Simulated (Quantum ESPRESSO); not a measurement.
GaN:

```xyz
2
Lattice="0.0000 2.2535 2.2535 2.2535 0.0000 2.2535 2.2535 2.2535 0.0000" Properties=species:S:1:pos:R:3 pbc="T T T"
Ga    0.0000    0.0000    0.0000
N     1.1268    1.1268    1.1268
```

The cell is a database's computed one.

| Property | Result |
| --- | --- |
| Program | Quantum ESPRESSO 7.5 |
| Task | phonons |
| Functional | vdW-DF-cx |
| Potentials or basis | GBRV 1.5 PBE |
| Cutoff | 762 eV |
| Density cutoff | 6095 eV |
| k mesh | 8 × 8 × 8, shifted |
| Occupations | fermi-dirac, width 0.05 eV |
| Spin | no spin polarisation |
| Mixing beta | 0.5 |
| Most SCF iterations | 120 |
| SCF threshold | 4e-10 Ry |

The cell and the atoms were relaxed first, to 11.46 Å³/atom (a = 3.189 Å, b = 3.189 Å, c = 3.189 Å, α = 60.00°, β = 60.00°, γ = 60.00°), and the response was taken there.

The first run showed a gap, so the response started from a second, tighter run with fixed occupations.

The run gives a transverse optical frequency of 534 cm⁻¹, an electronic dielectric constant of 6.05 and Born charges of ±2.67 e.

Q: What are the longitudinal frequency and the static dielectric constant?

A: The longitudinal mode lies at 709 cm⁻¹, 175 cm⁻¹ over the transverse one, and the static constant is 10.66. The two agree with the Lyddane-Sachs-Teller relation: (709/534)² = 1.76 and 10.66/6.05 = 1.76.

Caveat: the potentials were made for another functional, which shifts forces and pressure.
